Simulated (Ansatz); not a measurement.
Stiffness of cubic LiCl

The cell as given, ahead of any relaxation:

```cif
data_structure
_symmetry_space_group_name_H-M 'P 1'
_symmetry_Int_Tables_number 1
_cell_length_a 3.6271
_cell_length_b 3.6271
_cell_length_c 3.6271
_cell_angle_alpha 60.000
_cell_angle_beta 60.000
_cell_angle_gamma 60.000
_cell_volume 33.74
loop_
_atom_site_label
_atom_site_type_symbol
_atom_site_fract_x
_atom_site_fract_y
_atom_site_fract_z
_atom_site_occupancy
Cl1 Cl 0.50000 0.50000 0.50000 1
Li1 Li 0.00000 0.00000 0.00000 1
```

Constants in GPa on the cubic axes, for the cell as given (16.87 Å³ an atom), where symmetry holds the atoms; no spin polarisation, no spin-orbit coupling. Meshes are those of the run's cell of 2 atoms. Occupations: fermi-dirac 0.05 eV (run 1). Space group Fm-3m.

| run | level | program and potentials | k mesh | cell | C11 | C12 | C44 |
| --- | --- | --- | --- | --- | --- | --- | --- |
| 1 | PBEsol | Ansatz, all-electron LAPW, scalar-relativistic | 7 × 7 × 7 | as given, -1.26 GPa | 51.5 | 18.5 | 24.0 |

Work out the bulk, shear and Young's moduli of a random polycrystal, Poisson's ratio and the anisotropy, and test the cell's stability.

From the values as printed: B = (C11 + 2 C12)/3 = 29.5 GPa. Voigt: G_V = (C11 - C12 + 3 C44)/5 = 21.0; Reuss: G_R = 5 C44 (C11 - C12)/[4 C44 + 3 (C11 - C12)] = 20.3; Hill's mean, from the unrounded bounds, G = 20.7 GPa. Young's modulus E = 9BG/(3B + G) = 50.3 GPa, Poisson's ratio ν = (3B - 2G)/[2(3B + G)] = 0.216. Zener's ratio 2 C44/(C11 - C12) = 1.45, so the crystal is stiffest along ⟨111⟩ and softest along ⟨100⟩. C11 > |C12|, C11 + 2 C12 > 0 and C44 > 0 hold, so the cell is stable against small uniform strains, which says nothing of soft phonons. Under pressure the constants are those of stress over strain at that pressure. An equation of state at this level (Ansatz, all-electron LAPW, scalar-relativistic; mesh 9 × 9 × 9) gives B0 = 35.1 GPa at its minimum of 16.23 Å³ an atom, against 16.87 here.
